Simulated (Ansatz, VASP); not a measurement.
## Se: VASP beside Ansatz

```
Se
1.0
     0.00000    2.21125    2.21125
     2.21125    0.00000    2.21125
     2.21125    2.21125    0.00000
Se
1
Cartesian
  0.0000 0.0000 0.0000
```

Alike in both runs: task single point; functional PBEsol; k mesh 14 × 14 × 14; occupations fermi-dirac, width 0.1 eV; no spin polarisation.

|  | VASP | Ansatz |
| --- | --- | --- |
| version | VASP 6.6.1 | Ansatz 0.2.0 |
| potentials or method | VASP PAW PBE potentials, release 64 (Se) | plane waves (420 eV) with PAW, scalar-relativistic |
| plane-wave cutoff (eV) | 520 | 420 |
| valence electrons in the cell | 6 | 16 |

```csv
,VASP,Ansatz,Ansatz less VASP
pressure (GPa),-7.3,-7.3,-0.02
```

The two sets of potentials don't hold the same shells in valence. Ansatz warned: «pseudo_functional_mismatch».

Caveats: the PAW data sets were made with another functional, which shifts forces and pressure a little (VASP).
